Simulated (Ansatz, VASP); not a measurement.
# One calculation of ZnO, two programs

```
Zn O
1.0
     4.10045    0.00000    0.00000
     0.00000    4.10045    0.00000
     0.00000    0.00000    4.10045
Zn O
3 3
Direct
  0.50000 0.00000 0.00000
  0.00000 0.50000 0.00000
  0.00000 0.00000 0.50000
  0.00000 0.50000 0.50000
  0.50000 0.00000 0.50000
  0.50000 0.50000 0.00000
```

Alike in both runs: functional PBE; k mesh 4 × 4 × 4; occupations gaussian, width 0.1 eV; no spin polarisation.

Ansatz relaxed the structure, and its values are those at the end. VASP's run is a single point on that final structure, the one shown.

```csv
,VASP,Ansatz
version,VASP 6.6.1,Ansatz 0.2.0
potentials or method,"VASP PAW PBE potentials, release 64 (Zn, O)","scalar-relativistic, plane waves, PAW"
plane-wave cutoff (eV),520,420
valence electrons in the cell,54,54
```

```tsv
	VASP	Ansatz	Ansatz less VASP
gap on the k mesh at the Fermi level (eV)	none	none	-
pressure (GPa)	0.9	0.0	-0.88
```

A gap of «none» marks a metal or a gap that the smearing closes.

Caveats: the k mesh is coarse (spacing up to 0.38 Å⁻¹), so the values aren't converged.
